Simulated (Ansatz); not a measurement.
## AlNi: a vibration from a frozen displacement

Computed with Ansatz, DFT r2SCAN, scalar-relativistic, plane waves, PAW. The runs took a 500 eV cutoff, a Γ-centred 18×18×16 mesh and Gaussian smearing (0.15 eV). No spin polarisation. A magnetic state may lie lower. Energies are free energies at this smearing, counted from the undisturbed cell; pressure is positive in compression.

The undisturbed cell (as given, not relaxed at this level; it stands at 0.7 GPa, and it needn't be the usual structure):

```
CELL_PARAMETERS angstrom
1.93869 -1.95319 0.00000
1.93869 1.95319 0.00000
0.00000 0.00000 3.09943
ATOMIC_POSITIONS crystal
Al 0.00000 0.00000 0.00000
Ni 0.50000 0.50000 0.50000
```

Every Ni atom is moved by x along the Cartesian unit vector (1.000, 0.000, 0.000); the cell and all other atoms stay fixed. The cell's volume is 23.47 Å³; the moved atoms weigh 58.693 u together and the others 26.982 u. Some rows repeat others by symmetry and weren't run.

| x (Å) | ΔE (meV/cell) | total force on the moved atoms along the move (eV/Å) | pressure (GPa) |
| --- | --- | --- | --- |
| -0.1000 | 31.24 | 0.6282 | 1.2989 |
| -0.0875 | 23.89 | 0.5483 | 1.1494 |
| -0.0750 | 17.53 | 0.4689 | 1.0199 |
| -0.0625 | 12.16 | 0.3900 | 0.9104 |
| -0.0500 | 7.78 | 0.3116 | 0.8209 |
| -0.0250 | 1.94 | 0.1555 | 0.7015 |
| 0.0000 | 0.00 | 0.0000 | 0.6618 |
| 0.0250 | 1.94 | -0.1555 | 0.7015 |
| 0.0500 | 7.78 | -0.3116 | 0.8209 |
| 0.0625 | 12.16 | -0.3900 | 0.9104 |
| 0.0750 | 17.53 | -0.4689 | 1.0199 |
| 0.0875 | 23.89 | -0.5483 | 1.1494 |
| 0.1000 | 31.24 | -0.6282 | 1.2989 |

Task: What frequency belongs to this motion?

Result: The force constant is k = −dF/dx = 6.220 eV/Å², from the parabola through x = -0.0250, 0 and 0.0250. In every cell the moved atoms swing against the rest, so the mass is μ = m₁m₂/(m₁ + m₂) = 18.484 u, and ν̃ = 521.5 cm⁻¹ × √(|k|/μ) = 302 cm⁻¹. To first order in x, and within 1 %, the force on every atom lies along the move and, within each of the two groups, in proportion to the atom's mass, so this is itself a mode at the zone centre of this cell.

Task: How far does the harmonic law reach?

Result: At x = -0.100 Å, kx²/2 = 31.10 meV against the computed 31.24 meV (+0.5 %): the well is still close to harmonic there.

Task: The pressure changes with x². What does that say about the frequency under compression?

Result: With E = k(V)x²/2, k ∝ V^(−2γ) and x scaling with the cell as V^(1/3), P − P0 = −∂E/∂V = (2γ − 2/3) ΔE/V. At x = 0.0500 Å, V(P − P0) = 23.47 × 0.15912 / 160.2 eV = 23.31 meV and ΔE = 7.78 meV, so γ = 1/3 + V(P − P0)/(2ΔE) = 1.83. This is the Grüneisen parameter of the motion under uniform scaling of the cell: shrinking the cell evenly by 1 % in volume raises the frequency by about 1.83 %.

In a metal these slopes depend on the k mesh and the smearing.

The restoring force opposes the displacement throughout the scan, so the Ni and Al sublattices are bound in a single well along this direction, with a frequency of 302 cm⁻¹. The stiffness probably reflects Ni d–Al sp bonding together with short-range repulsion, as the motion shortens Ni–Al contacts on one side and stretches them on the other. Inversion symmetry about Ni cancels the cubic term, leaving only a slight quartic hardening. The positive Grüneisen parameter fits the same picture, since compression steepens the repulsion between neighbours. Al, being lighter, carries most of the amplitude. Conduction electrons screen the long-range field, so no LO–TO splitting is expected.

The cell is a strained form of the cubic CsCl-type structure usual for AlNi. The strain lifts the threefold degeneracy of the cubic optical mode, so the value belongs to one polarisation only. A stiff optical mode does not establish stability against shear, which is governed by the acoustic branches and elastic constants.
